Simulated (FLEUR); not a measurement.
# CdS (Greenockite) (P6_3mc) in FLEUR: further runs

One crystal, CdS (Greenockite), is run at these levels: LDA (Moruzzi-Janak-Williams); tasks: band structure, equation of state.

Program: FLEUR MaX-R8.1 (patched build s14). These are calculated values, not measurements. Logs are shortened: lines on timing, memory, paths and dates and some standing lists are left out, and cuts for length are marked.

**What was measured.**

From “Isotope dependence of band-gap energy”, 2008, arxiv:0807.2152, for a bulk crystal of CdS: band gap 2.5809 ± 0.0002 eV.

The runs below are set against these values where they give the same quantity.

## Step 1: The crystal as given

Symmetry: P6_3mc, No. 186, hexagonal system. The conventional cell has a = 4.150 Å, b = 4.150 Å, c = 6.737 Å, α = 90.00°, β = 90.00°, γ = 120.00°. Cd (site symmetry 3m) is surrounded by 4 S at 2.53 to 2.54 Å. S (site symmetry 3m) has 4 Cd at 2.53 to 2.54 Å as nearest neighbours.

## Step 2: Band structure, LDA (Moruzzi-Janak-Williams)

Contents of inp.xml:

```xml
<?xml version="1.0" encoding="UTF-8" standalone="no"?>
<fleurInput fleurInputVersion="0.39">
   <comment>
      CdS                                                                                                 
   </comment>
   <calculationSetup>
      <cutoffs Kmax="4.21" Gmax="13.1" GmaxXC="13.1" numbands="0"/>
      <scfLoop itmax="60" minDistance="0.00001" maxIterBroyd="15" imix="Anderson" alpha="0.05" precondParam="0.0" spinf="2.0"/>
      <coreElectrons ctail="T" frcor="F" kcrel="0" coretail_lmax="0"/>
      <xcFunctional name="mjw" relativisticCorrections="F"/>
      <magnetism jspins="1"/>
      <soc l_soc="F" theta="0.0" phi="0.0" spav="F"/>
      <expertModes spex="0" secvar="F"/>
      <geometryOptimization l_f="F" forcealpha="1.0" forcemix="BFGS" epsdisp="0.00001" epsforce="0.00001"/>
      <ldaU l_linMix="F" mixParam="0.05" spinf="1.0"/>
   </calculationSetup>
   <cell>
      <bzIntegration valenceElectrons="52.0" mode="hist" fermiSmearingEnergy="0.00183747">
         <kPointListSelection listName="default-1"/>
         <!-- k-points included here -->
         <xi:include xmlns:xi="http://www.w3.org/2001/XInclude" href="kpts.xml"> </xi:include>
      </bzIntegration>
      <!-- symmetry operations included here -->
      <xi:include xmlns:xi="http://www.w3.org/2001/XInclude" href="sym.xml"> </xi:include>
      <bulkLattice scale="1.0">
         <bravaisMatrix>
[... 30 lines left out ...]
         <energyParameters s="3" p="3" d="3" f="4"/>
         <lo type="SCLO" l="0" n="3" eDeriv="2"/>
         <lo type="SCLO" l="1" n="3" eDeriv="2"/>
         <lo type="SCLO" l="2" n="3" eDeriv="2"/>
         <lo type="SCLO" l="3" n="4" eDeriv="2"/>
      </species>
   </atomSpecies>
   <atomGroups>
      <atomGroup species="Cadmium (Cd)">
         <relPos label="                   1">-1.000/3.000 1.000/3.000 1.000/2.000</relPos>
         <relPos label="                   2">1.000/3.000 -1.000/3.000 .0000000000</relPos>
         <force calculate="T" relaxXYZ="TTT"/>
      </atomGroup>
      <atomGroup species="Sulfur (S)">
         <relPos label="                   3">-1.000/3.000 1.000/3.000 -1.000/8.000</relPos>
         <relPos label="                   4">1.000/3.000 -1.000/3.000 3.000/8.000</relPos>
         <force calculate="T" relaxXYZ="TTT"/>
      </atomGroup>
   </atomGroups>
   <output dos="F" band="F" slice="F">
      <checks vchk="F" cdinf="F"/>
      <bandDOS minEnergy="-.5*Htr" maxEnergy="0.5*Htr" sigma="0.015" storeEVData="T"/>
      <vacuumDOS vacdos="F" integ="F" star="F" nstars="0" locx1="0.0" locy1="0.0" locx2="0.0" locy2="0.0" nstm="0" tworkf="0.0"/>
      <unfoldingBand unfoldBand="F" supercellX="1" supercellY="1" supercellZ="1"/>
      <plotting iplot="0" polar="F">
         <plot TwoD="T" vec1="  1.0  0.0  0.0" vec2="  0.0  1.0  0.0" vec3="  0.0  0.0  1.0" zero="  0.0  0.0  0.0" file="plot"/>
      </plotting>
      <chargeDensitySlicing numkpt="0" minEigenval="0.0" maxEigenval="0.0" nnne="0" pallst="F"/>
      <specialOutput eonly="F"/>
      <magneticCircularDichroism mcd="F" energyLo="-10.0" energyUp="0.0"/>
   </output>
  <!-- We include the file relax.xml here to enable relaxations (see documentation) -->
  <xi:include xmlns:xi="http://www.w3.org/2001/XInclude" href="relax.xml"> <xi:fallback/> </xi:include>
</fleurInput>
```

Contents of crystal.txt:

```
CdS
&input cartesian=F /
4.1500000000  0.0000000000  0.0000000000
-2.0750000000  3.5940054257  0.0000000000
0.0000000000  0.0000000000  6.7370000000
1.8897261246
1.0 1.0 1.0

4
48 0.6666666667  0.3333333333  0.5000000000
48 0.3333333333  0.6666666667  0.0000000000
16 0.6666666667  0.3333333333  0.8750000000
16 0.3333333333  0.6666666667  0.3750000000

&kpt div1=7 div2=7 div3=4 gamma=T /
```

Contents of inp.xml (bands):

```
<?xml version="1.0" encoding="UTF-8" standalone="no"?>
<fleurInput fleurInputVersion="0.39">
   <comment>
      CdS                                                                                                 
   </comment>
   <calculationSetup>
      <cutoffs Kmax="4.21" Gmax="13.1" GmaxXC="13.1" numbands="0"/>
      <scfLoop itmax="60" minDistance="0.00001" maxIterBroyd="15" imix="Anderson" alpha="0.05" precondParam="0.0" spinf="2.0"/>
      <coreElectrons ctail="T" frcor="F" kcrel="0" coretail_lmax="0"/>
      <xcFunctional name="mjw" relativisticCorrections="F"/>
      <magnetism jspins="1"/>
      <soc l_soc="F" theta="0.0" phi="0.0" spav="F"/>
      <expertModes spex="0" secvar="F"/>
      <geometryOptimization l_f="F" forcealpha="1.0" forcemix="BFGS" epsdisp="0.00001" epsforce="0.00001"/>
      <ldaU l_linMix="F" mixParam="0.05" spinf="1.0"/>
   </calculationSetup>
   <cell>
      <bzIntegration valenceElectrons="52.0" mode="hist" fermiSmearingEnergy="0.00183747">
         <kPointListSelection listName="path-1"/>
         <!-- k-points included here -->
         <xi:include xmlns:xi="http://www.w3.org/2001/XInclude" href="kpts.xml"> </xi:include>
      </bzIntegration>
      <!-- symmetry operations included here -->
      <xi:include xmlns:xi="http://www.w3.org/2001/XInclude" href="sym.xml"> </xi:include>
      <bulkLattice scale="1.0">
         <bravaisMatrix>
[... 31 lines left out ...]
         <lo type="SCLO" l="0" n="3" eDeriv="2"/>
         <lo type="SCLO" l="1" n="3" eDeriv="2"/>
         <lo type="SCLO" l="2" n="3" eDeriv="2"/>
         <lo type="SCLO" l="3" n="4" eDeriv="2"/>
      </species>
   </atomSpecies>
   <atomGroups>
      <atomGroup species="Cadmium (Cd)">
         <relPos label="                   1">-1.000/3.000 1.000/3.000 1.000/2.000</relPos>
         <relPos label="                   2">1.000/3.000 -1.000/3.000 .0000000000</relPos>
         <force calculate="T" relaxXYZ="TTT"/>
      </atomGroup>
      <atomGroup species="Sulfur (S)">
         <relPos label="                   3">-1.000/3.000 1.000/3.000 -1.000/8.000</relPos>
         <relPos label="                   4">1.000/3.000 -1.000/3.000 3.000/8.000</relPos>
         <force calculate="T" relaxXYZ="TTT"/>
      </atomGroup>
   </atomGroups>
   <output dos="F" band="T" slice="F">
      <checks vchk="F" cdinf="F"/>
      <bandDOS minEnergy="-.5*Htr" maxEnergy="0.5*Htr" sigma="0.015" storeEVData="T"/>
      <vacuumDOS vacdos="F" integ="F" star="F" nstars="0" locx1="0.0" locy1="0.0" locx2="0.0" locy2="0.0" nstm="0" tworkf="0.0"/>
      <unfoldingBand unfoldBand="F" supercellX="1" supercellY="1" supercellZ="1"/>
      <plotting iplot="0" polar="F">
         <plot TwoD="T" vec1="  1.0  0.0  0.0" vec2="  0.0  1.0  0.0" vec3="  0.0  0.0  1.0" zero="  0.0  0.0  0.0" file="plot"/>
      </plotting>
      <chargeDensitySlicing numkpt="0" minEigenval="0.0" maxEigenval="0.0" nnne="0" pallst="F"/>
      <specialOutput eonly="F"/>
      <magneticCircularDichroism mcd="F" energyLo="-10.0" energyUp="0.0"/>
   </output>
  <!-- We include the file relax.xml here to enable relaxations (see documentation) -->
  <xi:include xmlns:xi="http://www.w3.org/2001/XInclude" href="relax.xml"> <xi:fallback/> </xi:include>
</fleurInput>
```

Potentials or basis: all-electron, FLAPW.

Launch:

```sh
inpgen -f crystal.txt -profile fastHighL
# inp.xml edited to the form shown
fleur
fleur   # second run, on inp.xml (bands)
```

The program printed:

```text
Welcome to FLEUR        (www.flapw.de)
      MaX-Release 8.1          (www.max-centre.eu)

 ========== k-point set info ==========
 Selected k-point list: default-1
 k-point list type: mesh
 7 x 7 x 4
 Number of k points: 24

 ------------Calculation Setup---------------------------
 Number of OMP-threads    :            1
 Number of basis functions:         1006
 Approximate size of matrices (H+S) per k-point:         0.030 GB
 --------------------------------------------------------
 Iteration:     1   Distance:       7.76064114 me/bohr^3
 Iteration:     2   Distance:       6.92282018 me/bohr^3
 Iteration:     3   Distance:       3.69404105 me/bohr^3
 Iteration:     4   Distance:       1.44153439 me/bohr^3
 Iteration:     5   Distance:       0.97846896 me/bohr^3
 Iteration:     6   Distance:       0.26620207 me/bohr^3
 Iteration:     7   Distance:       0.22597329 me/bohr^3
 Iteration:     8   Distance:       0.03055476 me/bohr^3
 Iteration:     9   Distance:       0.00481391 me/bohr^3
 Iteration:    10   Distance:       0.00271223 me/bohr^3
 Iteration:    11   Distance:       0.00049533 me/bohr^3
 Iteration:    12   Distance:       0.00030713 me/bohr^3
 Iteration:    13   Distance:       0.00016191 me/bohr^3
 Iteration:    14   Distance:       0.00000999 me/bohr^3

 ********************************************************************
 Run finished successfully
 Stop message:
   all done
 ********************************************************************
```

output (bands):

```text
Welcome to FLEUR        (www.flapw.de)
      MaX-Release 8.1          (www.max-centre.eu)

 ========== k-point set info ==========
 Selected k-point list: path-1
 k-point list type: path
 Number of k points: 60

 ------------Calculation Setup---------------------------
 Number of OMP-threads    :            1
 Number of basis functions:         1012
 Approximate size of matrices (H+S) per k-point:         0.031 GB
 --------------------------------------------------------
 Fermi energy correction for insulators:
 No automatic correction of the Fermi energy has been performed.

 Note: Band structure data (together with different weights) is also stored in the banddos.hdf file.
       A convenient way of extracting and plotting the data from that file is by making use of the

 ********************************************************************
 Run finished successfully
 Stop message:
   Charge density postprocessing done.
 ********************************************************************
```

out.xml (last iteration):

```text
<iteration numberForCurrentRun="   14" overallNumber="   14">
         <energyParameters units="Htr">
            <atomicEP atomType="1" spin="1" branch="5s" branchLowest="-3.59" branchHighest="1.13" value="0.0101539384"/>
            <atomicEP atomType="1" spin="1" branch="5p" branchLowest="-2.15" branchHighest="1.78" value="0.1737738035"/>
            <atomicEP atomType="1" spin="1" branch="4d" branchLowest="-14.17" branchHighest="-0.05" value="-0.1368420326"/>
            <atomicEP atomType="1" spin="1" branch="4f" branchLowest="-9.99" branchHighest="2.03" value="0.4915623522"/>
            <loAtomicEP atomType="1" spin="1" branch="4s" branchLowest="-26.61" branchHighest="-3.59" value="-3.5910416893"/>
            <loAtomicEP atomType="1" spin="1" branch="4p" branchLowest="-21.76" branchHighest="-2.15" value="-2.1655573679"/>
            <loAtomicEP atomType="1" spin="1" branch="4p" branchLowest="-21.76" branchHighest="-2.15" value="-2.1655573679"/>
            <loAtomicEP atomType="1" spin="1" branch="4d" branchLowest="-14.17" branchHighest="-0.05" value="-0.1469408956"/>
            <loAtomicEP atomType="1" spin="1" branch="4f" branchLowest="-9.99" branchHighest="2.03" value="0.4915603271"/>
            <atomicEP atomType="2" spin="1" branch="3s" branchLowest="-7.35" branchHighest="0.80" value="-0.3824074684"/>
            <atomicEP atomType="2" spin="1" branch="3p" branchLowest="-5.36" branchHighest="1.38" value="-0.1088985723"/>
            <atomicEP atomType="2" spin="1" branch="3d" branchLowest="-9.99" branchHighest="1.99" value="0.1241721608"/>
            <atomicEP atomType="2" spin="1" branch="4f" branchLowest="-9.99" branchHighest="4.88" value="0.2919526698"/>
            <loAtomicEP atomType="2" spin="1" branch="3s" branchLowest="-7.35" branchHighest="0.80" value="-0.3824074684"/>
            <loAtomicEP atomType="2" spin="1" branch="3p" branchLowest="-5.36" branchHighest="1.38" value="-0.1093304043"/>
            <loAtomicEP atomType="2" spin="1" branch="3d" branchLowest="-9.99" branchHighest="1.99" value="0.1241685350"/>
            <loAtomicEP atomType="2" spin="1" branch="4f" branchLowest="-9.99" branchHighest="4.88" value="0.2919514398"/>
         </energyParameters>
         <eigenvalues>
            <eigenvaluesAt spin="1" ikpt="1" k_x="0.00000000" k_y="0.00000000" k_z="0.00000000">
                      -3.5910393875       -3.5910388449       -2.1635918899       -2.1635918899       -2.1635896343
                      -2.1635877327       -2.1635877327       -2.1635669392       -0.3305582239       -0.3141043360
                      -0.1609472844       -0.1600913050       -0.1600913050       -0.1569213066       -0.1569213066
                      -0.1452417547       -0.1452417547       -0.1418472482       -0.1418472482       -0.1295492807
[... 47 lines left out ...]
         <coreStates atomType="     1" atomicNumber=" 48" spin="1" kinEnergy="   5635.2126943791" eigValSum="  -3336.7148243604" lostElectrons=" 0.000000">
            <state n="1" l="0" j="0.5" energy="-972.7265496615" weight="1.0000000000"/>
            <state n="2" l="0" j="0.5" energy="-144.1537914774" weight="1.0000000000"/>
            <state n="2" l="1" j="0.5" energy="-134.2575276578" weight="1.0000000000"/>
            <state n="2" l="1" j="1.5" energy="-127.1950745156" weight="2.0000000000"/>
            <state n="3" l="0" j="0.5" energy="-26.6079340276" weight="1.0000000000"/>
            <state n="3" l="1" j="0.5" energy="-22.6368883734" weight="1.0000000000"/>
            <state n="3" l="1" j="1.5" energy="-21.3756759471" weight="2.0000000000"/>
            <state n="3" l="2" j="1.5" energy="-14.3205881900" weight="2.0000000000"/>
            <state n="3" l="2" j="2.5" energy="-14.0640145591" weight="3.0000000000"/>
         </coreStates>
         <coreStates atomType="     2" atomicNumber=" 16" spin="1" kinEnergy="    385.7473988675" eigValSum="   -222.2386080756" lostElectrons=" 0.000522">
            <state n="1" l="0" j="0.5" energy="-87.6863783753" weight="1.0000000000"/>
            <state n="2" l="0" j="0.5" energy="-7.3549034946" weight="1.0000000000"/>
            <state n="2" l="1" j="0.5" energy="-5.3901778782" weight="1.0000000000"/>
            <state n="2" l="1" j="1.5" energy="-5.3439221448" weight="2.0000000000"/>
         </coreStates>
         <allElectronCharges>
            <spinDependentCharge spin="1" total="128.0000000" interstitial="7.8844905" mtSpheres="120.1155095"/>
            <totalCharge value="127.9999999943"/>
         </allElectronCharges>
         <totalEnergy                                    value="   -11977.7873987443" units="Htr">
            <sumOfEigenvalues                            value="    -7161.8925242868">
               <coreElectrons value="-7117.9068648721"/>
               <valenceElectrons value="-43.9856594147"/>
            </sumOfEigenvalues>
            <densityCoulombPotentialIntegral value="-19220.0368864608"/>
            <densityEffectivePotentialIntegral value="-19680.9505073597"/>
            <chargeDenXCDenIntegral value="-347.8218111935"/>
            <FockExchangeEnergyValence value="0.0000000000"/>
            <FockExchangeEnergyCore value="0.0000000000"/>
            <atomTypeDependentContributions atomType="1">
               <electronNucleiInteractionDifferentMTs value="13547.2432784511"/>
               <MadelungTerm value="-35.5906424364"/>
            </atomTypeDependentContributions>
            <atomTypeDependentContributions atomType="2">
               <electronNucleiInteractionDifferentMTs value="935.2491056008"/>
               <MadelungTerm value="-20.9221009049"/>
            </atomTypeDependentContributions>
            <tkbTimesEntropy value="0.0000000000"/>
            <freeEnergy value="-11977.7873987443"/>
            <extrapolationTo0K value="-11977.7873987443"/>
         </totalEnergy>
         <densityConvergence units="me/bohr^3">
            <chargeDensity spin="1" distance="0.0000099910"/>
         </densityConvergence>
      </iteration>
```

Run time: 2.8 min. Hardware: 1 thread of Intel Xeon 6975P-C (Granite Rapids), shared host; peak memory 0.1 GiB.

What came out:

| Item | Value |
| --- | --- |
| Free energy | -325932.1993 eV |
| Band gap on the k mesh | 0.90 eV, direct |
| Band gap along the path | 0.90 eV, direct |
| Valence electrons inside the program's atomic spheres | Cd 18.53; S 3.53 (radii Cd 2.53, S 1.9 bohr) |

Levels at the corners of the path, in eV from the valence-band top:
| point | band 22 | band 23 | band 24 | band 25 | band 26 | band 27 | band 28 | band 29 | band 30 | band 31 |
| --- | --- | --- | --- | --- | --- | --- | --- | --- | --- | --- |
| Γ | -0.78 | -0.78 | -0.05 | 0.00 | 0.00 | 0.90 | 2.53 | 6.26 | 6.26 | 6.58 |
| M | -3.57 | -2.69 | -1.89 | -1.33 | -0.75 | 3.48 | 3.65 | 4.89 | 6.15 | 6.80 |
| K | -3.75 | -3.13 | -1.88 | -1.88 | -1.64 | 4.41 | 4.89 | 4.89 | 6.88 | 7.21 |
| Γ | -0.78 | -0.78 | -0.05 | 0.00 | 0.00 | 0.90 | 2.53 | 6.26 | 6.26 | 6.58 |
| A | -2.54 | -0.40 | -0.40 | -0.40 | -0.40 | 2.59 | 2.59 | 5.94 | 5.94 | 6.62 |
| L | -4.20 | -1.35 | -1.35 | -1.35 | -1.35 | 3.22 | 3.22 | 5.18 | 5.18 | 7.61 |
| H | -4.08 | -2.45 | -2.45 | -1.13 | -1.13 | 4.16 | 4.16 | 5.85 | 5.85 | 6.26 |
| A | -2.54 | -0.40 | -0.40 | -0.40 | -0.40 | 2.59 | 2.59 | 5.94 | 5.94 | 6.62 |
| L | -4.20 | -1.35 | -1.35 | -1.35 | -1.35 | 3.22 | 3.22 | 5.18 | 5.18 | 7.61 |
| M | -3.57 | -2.69 | -1.89 | -1.33 | -0.75 | 3.48 | 3.65 | 4.89 | 6.15 | 6.80 |
| K | -3.75 | -3.13 | -1.88 | -1.88 | -1.64 | 4.41 | 4.89 | 4.89 | 6.88 | 7.21 |
| H | -4.08 | -2.45 | -2.45 | -1.13 | -1.13 | 4.16 | 4.16 | 5.85 | 5.85 | 6.26 |

Core levels (eV from the Fermi level):
```csv
atom,levels
1 Cd,"1s1/2 -26472.5, 2s1/2 -3925.9, 2p1/2 -3656.6, 2p3/2 -3464.5, 3s1/2 -727.3, 3p1/2 -619.3, 3p3/2 -585.0, 3d3/2 -393.0, 3d5/2 -386.0"
2 Cd,"1s1/2 -26472.5, 2s1/2 -3925.9, 2p1/2 -3656.6, 2p3/2 -3464.5, 3s1/2 -727.3, 3p1/2 -619.3, 3p3/2 -585.0, 3d3/2 -393.0, 3d5/2 -386.0"
3 S,"1s1/2 -2389.4, 2s1/2 -203.4, 2p1/2 -150.0, 2p3/2 -148.7"
4 S,"1s1/2 -2389.4, 2s1/2 -203.4, 2p1/2 -150.0, 2p3/2 -148.7"
```

[end of part 1 of 2]
